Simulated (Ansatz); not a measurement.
SiO2 built on the rutile prototype: a relaxation of cell and atoms in the PAW code Ansatz (r2SCAN). The starting cell comes from a relaxation with PBE.

```yaml
crystal:
  lattice:
    - [4.2356795769, 0.0, 0.0]
    - [0.0, 4.2356795769, 0.0]
    - [0.0, 0.0, 2.6906431348]
  atoms:
    - { symbol: Si, position: [0.0, 0.0, 0.0] }
    - { symbol: Si, position: [0.5, 0.5, 0.5] }
    - { symbol: O, position: [0.3069724955, 0.3069724955, 0.0] }
    - { symbol: O, position: [0.1930275045, 0.8069724955, 0.5] }
    - { symbol: O, position: [0.8069724955, 0.1930275045, 0.5] }
    - { symbol: O, position: [0.6930275045, 0.6930275045, 0.0] }
kpoints:
  mp_grid: { grid: [6, 6, 8] }
hamiltonian:
  xc: r2scan
scf:
  occupations: { method: fermi_dirac, width: 0.02 }
relax:
  f_tol: 0.005
  cell: {}
```

The trajectory has 8 recorded frames, each with positions in Å and forces in eV/Å. The last, and any step after a large change of cell, is solved on a basis re-selected at its cell; pressure is positive in compression.

Step 1: energy 0.0 meV/atom from step 1, largest force component 0.063 eV/Å, pressure -9.50 GPa
```xyz
6
Lattice="4.2357 0.0000 0.0000 0.0000 4.2357 0.0000 0.0000 0.0000 2.6906" Properties=species:S:1:pos:R:3:forces:R:3 pbc="T T T"
Si    0.0000    0.0000    0.0000    0.0000    0.0000    0.0000
Si    2.1178    2.1178    1.3453    0.0000    0.0000    0.0000
O     1.3002    1.3002    0.0000    0.0635    0.0635    0.0000
O     0.8176    3.4181    1.3453   -0.0635    0.0635    0.0000
O     3.4181    0.8176    1.3453    0.0635   -0.0635    0.0000
O     2.9354    2.9354    0.0000   -0.0635   -0.0635    0.0000
```

Step 2: energy -5.2 meV/atom from step 1, largest force component 0.003 eV/Å, pressure -5.34 GPa
```xyz
6
Lattice="4.2141 0.0000 0.0000 0.0000 4.2141 0.0000 0.0000 0.0000 2.6802" Properties=species:S:1:pos:R:3:forces:R:3 pbc="T T T"
Si    0.0000    0.0000    0.0000    0.0000    0.0000    0.0000
Si    2.1071    2.1071    1.3401    0.0000    0.0000    0.0000
O     1.2931    1.2931    0.0000    0.0028    0.0028    0.0000
O     0.8140    3.4001    1.3401   -0.0028    0.0028    0.0000
O     3.4001    0.8140    1.3401    0.0028   -0.0028    0.0000
O     2.9211    2.9211    0.0000   -0.0028   -0.0028    0.0000
```

Step 3: energy -7.7 meV/atom from step 1, largest force component 0.025 eV/Å, pressure +0.36 GPa
```xyz
6
Lattice="4.1858 0.0000 0.0000 0.0000 4.1858 0.0000 0.0000 0.0000 2.6663" Properties=species:S:1:pos:R:3:forces:R:3 pbc="T T T"
Si    0.0000    0.0000    0.0000    0.0000    0.0000    0.0000
Si    2.0929    2.0929    1.3331    0.0000    0.0000    0.0000
O     1.2821    1.2821    0.0000   -0.0247   -0.0247    0.0000
O     0.8108    3.3749    1.3331    0.0247   -0.0247    0.0000
O     3.3749    0.8108    1.3331   -0.0247    0.0247    0.0000
O     2.9037    2.9037    0.0000    0.0247    0.0247    0.0000
```

Step 4: energy -7.7 meV/atom from step 1, largest force component 0.009 eV/Å, pressure 0.00 GPa
```xyz
6
Lattice="4.1855 0.0000 0.0000 0.0000 4.1855 0.0000 0.0000 0.0000 2.6680" Properties=species:S:1:pos:R:3:forces:R:3 pbc="T T T"
Si    0.0000    0.0000    0.0000    0.0000    0.0000    0.0000
Si    2.0928    2.0928    1.3340    0.0000    0.0000    0.0000
O     1.2810    1.2810    0.0000    0.0089    0.0089    0.0000
O     0.8118    3.3737    1.3340   -0.0089    0.0089    0.0000
O     3.3737    0.8118    1.3340    0.0089   -0.0089    0.0000
O     2.9046    2.9046    0.0000   -0.0089   -0.0089    0.0000
```

Step 5: energy -7.7 meV/atom from step 1, largest force component 0.002 eV/Å, pressure 0.00 GPa
```xyz
6
Lattice="4.1849 0.0000 0.0000 0.0000 4.1849 0.0000 0.0000 0.0000 2.6689" Properties=species:S:1:pos:R:3:forces:R:3 pbc="T T T"
Si    0.0000    0.0000    0.0000    0.0000    0.0000    0.0000
Si    2.0924    2.0924    1.3345    0.0000    0.0000    0.0000
O     1.2810    1.2810    0.0000   -0.0025   -0.0025    0.0000
O     0.8114    3.3735    1.3345    0.0025   -0.0025    0.0000
O     3.3735    0.8114    1.3345   -0.0025    0.0025    0.0000
O     2.9038    2.9038    0.0000    0.0025    0.0025    0.0000
```

Step 6: energy -7.5 meV/atom from step 1, largest force component 0.003 eV/Å, pressure +0.04 GPa
```xyz
6
Lattice="4.1849 0.0000 0.0000 0.0000 4.1849 0.0000 0.0000 0.0000 2.6689" Properties=species:S:1:pos:R:3:forces:R:3 pbc="T T T"
Si    0.0000    0.0000    0.0000    0.0000    0.0000    0.0000
Si    2.0924    2.0924    1.3345    0.0000    0.0000    0.0000
O     1.2810    1.2810    0.0000   -0.0027   -0.0027    0.0000
O     0.8114    3.3735    1.3345    0.0027   -0.0027    0.0000
O     3.3735    0.8114    1.3345   -0.0027    0.0027    0.0000
O     2.9038    2.9038    0.0000    0.0027    0.0027    0.0000
```

Step 7: energy -7.5 meV/atom from step 1, largest force component 0.000 eV/Å, pressure 0.00 GPa
```xyz
6
Lattice="4.1852 0.0000 0.0000 0.0000 4.1852 0.0000 0.0000 0.0000 2.6688" Properties=species:S:1:pos:R:3:forces:R:3 pbc="T T T"
Si    0.0000    0.0000    0.0000    0.0000    0.0000    0.0000
Si    2.0926    2.0926    1.3344    0.0000    0.0000    0.0000
O     1.2811    1.2811    0.0000    0.0000    0.0000    0.0000
O     0.8115    3.3737    1.3344    0.0000    0.0000    0.0000
O     3.3737    0.8115    1.3344    0.0000    0.0000    0.0000
O     2.9041    2.9041    0.0000    0.0000    0.0000    0.0000
```

Step 8: energy -7.5 meV/atom from step 1, largest force component 0.000 eV/Å, pressure 0.00 GPa
```xyz
6
Lattice="4.1852 0.0000 0.0000 0.0000 4.1852 0.0000 0.0000 0.0000 2.6688" Properties=species:S:1:pos:R:3:forces:R:3 pbc="T T T"
Si    0.0000    0.0000    0.0000    0.0000    0.0000    0.0000
Si    2.0926    2.0926    1.3344    0.0000    0.0000    0.0000
O     1.2811    1.2811    0.0000    0.0000    0.0000    0.0000
O     0.8115    3.3737    1.3344    0.0000    0.0000    0.0000
O     3.3737    0.8115    1.3344    0.0000    0.0000    0.0000
O     2.9041    2.9041    0.0000    0.0000    0.0000    0.0000
```

In 6 steps the volume changed by -3.2 %; between the first SCF and the last, each on a basis chosen for its cell, the energy fell by 7.5 meV an atom. Final cell: it is tetragonal, P4_2/mnm (No. 136); a = 4.185 Å, c = 2.669 Å in the conventional setting, 7.79 Å³ an atom. Si is surrounded by 6 O at 1.76–1.81 Å; O is surrounded by 3 Si at 1.76–1.81 Å.

Command: `ansatz run input.yaml --threads 4 --pin off --max-ram 7372MiB --backend cpu --events-out ev --progress --plain --runs-dir out`. It took 16 s on 4 threads of Intel(R) Xeon(R) Platinum 8259CL CPU @ 2.50GHz (Skylake/Cascade Lake), on a shared host; peak host memory 0.53 GiB.

Calculated for a static, non-magnetic cell.
